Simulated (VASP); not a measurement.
# KBr: single point with LDA

The system is KBr.

```
K Br
1.0
     4.04350    0.00000    0.00000
     0.00000    4.04350    0.00000
     0.00000    0.00000    4.04350
K Br
1 1
Direct
  0.00000 0.00000 0.92581
  0.50000 0.50000 0.50000
```

Measurements of this composition are mostly on another form, of space group No. 225.

The cell isn't the ideal one: atom 1 (K) moved by (+0.000, -0.300) A along [1 1 0] and z.

```
Program                : VASP 6.6.1
Task                   : single point
Functional             : LDA
Potentials or basis    : VASP PAW LDA potentials, release 64 (K_sv, Br)
Cutoff                 : 520 eV
k mesh                 : 6 × 6 × 6
Occupations            : gaussian, width 0.05 eV
Spin                   : no spin polarisation
Dipole correction      : no
Further INCAR settings : ALGO = Fast; EDIFF = 1e-07; NBANDS = 15
```

```yaml
Pressure: -2.2 GPa
Largest_force: 0.096 eV/Å
Band_gap_on_the_k_mesh: 3.50 eV, indirect (least direct gap 3.78 eV)
```

Forces in eV/Å, atoms in the order of the input:
```
K    0.000  0.000  0.096
Br   0.000  0.000 -0.096
```

Levels at points of the mesh, in eV from the valence-band top:
| k point | band 6 | band 7 | band 8 | band 9 | band 10 | band 11 |
| --- | --- | --- | --- | --- | --- | --- |
| (0.00, 0.00, 0.00) | -0.28 | -0.27 | -0.27 | 3.50 | 5.57 | 5.78 |
| (0.50, 0.00, 0.00) | -2.01 | -0.27 | -0.20 | 6.13 | 6.81 | 7.33 |
| (0.00, 0.00, 0.50) | -2.00 | -0.24 | -0.24 | 6.20 | 6.79 | 7.42 |
| (0.50, 0.50, 0.00) | -1.42 | -1.42 | 0.00 | 4.96 | 6.39 | 7.89 |
| (0.00, 0.50, 0.50) | -1.43 | -1.40 | -0.03 | 4.93 | 6.26 | 7.89 |
| (0.50, 0.50, 0.50) | -1.45 | -1.45 | -1.44 | 6.98 | 6.98 | 7.18 |

Run time: 38 s on 1 thread of Intel(R) Xeon(R) Platinum 8488C (Sapphire Rapids), on a shared host, peak memory 0.16 GiB.

A k mesh can miss the band edges.
